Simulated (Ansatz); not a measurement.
**CuCl2 in Ansatz: the effect of functional**

The system is CuCl2.

```
Cu Cl
1.0
    -2.20883    2.20883    6.71987
     2.20883   -2.20883    6.71987
     2.20883    2.20883   -6.71987
Cu Cl
1 2
Cartesian
  0.0000 0.0000 0.0000
  2.2088 0.0000 0.0000
  0.0000 2.2088 0.0000
```

Measurements of this composition are mostly on another form, of space group No. 12.

The cell isn't the ideal one: volume scaled by 0.94.

Alike in all runs:

* Program: Ansatz 0.2.0
* Task: single point
* Potentials or basis: Ansatz PAW
* k mesh: 8 × 8 × 8
* Occupations: fermi-dirac, width 0.05 eV
* Spin: no spin polarisation

Task: One run gave: pressure -0.5 GPa. Which functional did it use?
A. PBEsol
B. r2SCAN
C. LDA

Result: C.

```csv
functional,cutoff,pressure (GPa)
LDA,420 eV (not typed: the program's choice for these potentials),-0.5
PBEsol,420 eV (not typed: the program's choice for these potentials),0.6
r2SCAN,500 eV (not typed: the program's choice for these potentials),1.4
```

Caveats: an odd number of electrons without spin polarisation forces a metal; a magnetic or distorted state may lie lower; the run has no spin polarisation, though such a crystal can be magnetic; the PAW data sets come from PBE, with cores solved anew for the run's functional, which leaves a small shift of forces and pressure.

Runs at the PBE level aren't shown here.
